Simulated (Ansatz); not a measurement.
The reference is GeTe (space group R3m, No. 160; a = 4.1622 Å, c = 10.4635 Å (hexagonal axes)).

All numbers come from PBEsol/PAW in Ansatz (an electronic-structure program), scalar-relativistic without spin-orbit coupling.

Before the change:

| Quantity | Value |
|---|---|
| Volume per atom | 26.16 Å³ |

Modification: cell and atoms relaxed at a pressure of 9 GPa.

What does the calculation give for the volume per atom after the change?

The volume per atom drops by 3.426 Å³ (26.16 Å³ → 22.74 Å³).

The mesh was chosen for an insulator and is coarse for the gapless case. Load acts through the strain it causes; cell and atoms are relaxed under it. Stability against distortions was not tested. No other phases were tried under pressure. All final runs are without spin polarisation.
